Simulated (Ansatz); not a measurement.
**Ge (Fd-3m): search for the barrier of an atomic hop from a Python script**

How high is the barrier for an atom's hop in Ge (Fd-3m)? Wanted for Ge (Fd-3m): a search for the barrier of an atomic hop.

Program: Ansatz 0.2.0 through its Python package. Level of theory: DFT LDA, plane waves, PAW. These are calculated values, not measurements.

## Step 1: The structure

Symmetry: Fd-3m, No. 227, cubic system. The conventional cell has a = 5.658 Å, b = 5.658 Å, c = 5.658 Å, α = 90.00°, β = 90.00°, γ = 90.00°. Ge (site symmetry -43m) has 4 Ge at 2.45 Å as nearest neighbours.

No structure file is read: the coordinates are typed or built in the script.

## Step 2: The code

neb.py

```python
import warnings

import ansatz as az
from ase import Atoms
import numpy as np

warnings.simplefilter("ignore", az.DeckWarning)

atoms = Atoms(
    ["Ge", "Ge"],
    scaled_positions=[
        (0.0, 0.0, 0.0),
        (0.25, 0.25, 0.25),
    ],
    cell=[
        (0.0, 2.82891, 2.82891),
        (2.82891, 0.0, 2.82891),
        (2.82891, 2.82891, 0.0),
    ],
    pbc=True,
)
crystal = az.Crystal.from_ase(atoms)
start = crystal.supercell(2, 2, 1).vacancy("Ge", at=(0.0, 0.0, 0.0)).resolved()
empty = np.array((0.0, 0.0, 0.0))
cell = np.array(start.lattice.vectors)
apart = np.array([site.position for site in start.sites]) - empty
apart -= np.round(apart)
distance = [np.linalg.norm(d @ cell) if site.symbol == "Ge" else np.inf for d, site in zip(apart, start.sites)]
hopper = int(np.argmin(distance))
end = start.move(hopper, to=np.array(start.sites[hopper].position) - apart[hopper])
print(f"atom {hopper} (Ge) hops {distance[hopper]:.3f} A")

calc = (
    start.calculation()
    .functional(az.Functional.LDA)
    .kpoints(4, 4, 4)
    .occupations("fermi_dirac", width=0.05)
    .neb(to=end, images=3, force_tolerance=0.1, max_iterations=30, relax_end_points=True)
)
steps = []


def collect(event):
    if event["event"] == "neb_iteration":
        steps.append(event["data"])


out = calc.session().plan().execute(on_event=collect)
r = out.report
print(len(steps), "rounds; largest force on the band at the end", round(steps[-1]["band_force_max_ev_ang"], 4), "eV/A")
band = out.neb_path()
energy = np.array([image.lagrangian_ev for image in band.images])

print("energies along the path (meV):", np.round(1000 * (energy - energy[0]), 1))
print("path coordinate (A):", [round(image.path_coordinate_ang, 3) for image in band.images])
print(f"barrier forwards {energy.max() - energy[0]:.3f} eV, backwards {energy.max() - energy[-1]:.3f} eV")
moving = np.array([image.positions_ang for image in band.images])
atom = int(np.argmax(np.linalg.norm(moving[-1] - moving[0], axis=1)))
for xyz in moving[:, atom]:
    print("  mover at", np.round(xyz, 3) + 0.0)
```

## Step 3: Launch

The run is started by

```sh
$ python neb.py
```

Without the output at hand: what should come out? Wanted: free energy; barrier forwards; barrier backwards; end to end.

The runs gave:

| quantity | value |
| --- | --- |
| free energy | -29507.1319 eV (-4215.3046 eV/atom) |
| barrier forwards | 0.445 eV |
| barrier backwards | 0.445 eV |
| end to end | 0.000 eV |
| band iterations | 5 |

What this shows: The highest image, number 2, lies 0.445 eV above the start, about 17 times kT at 300 K. A cell this small lets the moving atom feel its images. What to keep in mind:
- The mesh is modest for a metal, so energies can be off by several to tens of meV an atom and pressures by half a GPa or more; differences at equal mesh fare better.
- Gaps and levels are Kohn-Sham values on a finite set of k-points, without spin-orbit coupling.
- The cell is small and the mesh coarse, so the barrier is a rough value for a high concentration of the moving defect.
